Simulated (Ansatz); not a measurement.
# Ta (Im-3m), ideal shear of a crystal plane

Method: DFT PBE, scalar-relativistic, plane waves, PAW in Ansatz. Cutoff 420 eV, Γ-centred 22×22×7 k-points, Gaussian smearing of 0.15 eV. Spin–orbit coupling is left out, which can shift energies with elements as heavy as these. No spin polarisation. Energies are free energies at this smearing, counted from the undisturbed cell; pressure is positive in compression.

The starting cell (relaxed at this level; with this scan's settings it stands at 0.2 GPa):

```xyz
4
Lattice="-1.6594 1.6594 -1.6594 -1.6594 -1.6594 1.6594 0.0000 6.6376 6.6376" Properties=species:S:1:pos:R:3 pbc="T T T"
Ta    0.0000    5.8079    5.8079
Ta   -1.6594    0.8297    0.8297
Ta    0.0000    2.4891    2.4891
Ta   -1.6594    4.1485    4.1485
```

The cut lies on the cell's a–b face, a (0 1 1) plane (indices in the standard cell, whose axes needn't be the Cartesian ones shown) of area 7.79 Å², between layers 2.35 Å apart. Vector c is tilted by f times 1·a + 0·b (length 2.874 Å) with the atoms' Cartesian places fixed: one unrelaxed fault a cell. The traction is dγ/du, the slope of γ against the slip u in Å. Some rows repeat others by symmetry and weren't run.

| f | γ (mJ/m²) | traction (GPa) |
| --- | --- | --- |
| 0.0000 | 0 | 0.0 |
| 0.1000 | 116 | 7.2 |
| 0.2000 | 360 | 9.5 |
| 0.3000 | 631 | 8.6 |
| 0.4000 | 820 | 4.3 |
| 0.5000 | 879 | 0.0 |
| 0.6000 | 820 | -4.3 |
| 0.7000 | 631 | -8.6 |
| 0.8000 | 360 | -9.5 |
| 0.9000 | 116 | -7.2 |

Q: Read off the first barrier and the stress needed to climb it, and compare with Frenkel's sinusoid.

A: The first sampled maximum lies at f = 0.500, a slip of 1.44 Å, with γ ≈ 879 mJ/m², which stands in for the unstable fault energy γ_us, and the steepest sampled slope before it is 9.5 GPa. A sinusoid γ = γ_us sin²(πu/λ) with its maximum there has λ = 2.87 Å and a largest slope πγ_us/λ = 9.6 GPa (1 mJ/m² per Å = 0.01 GPa).

Q: Is there a metastable fault on this line?

A: Apart from points where γ returns to about zero, no local minimum shows among the samples, so at this sampling the line offers no fault for a dislocation to split on; a fault can still lie off the line.

The cut is rigid; relaxing the faces lowers these energies and usually the stresses.

In a metal these slopes depend on the k mesh and the smearing.

Cost: 6 runs of about 28 core-minutes in all, on Intel Xeon Processor @ 2.50GHz (Skylake/Cascade Lake) (shared hosts).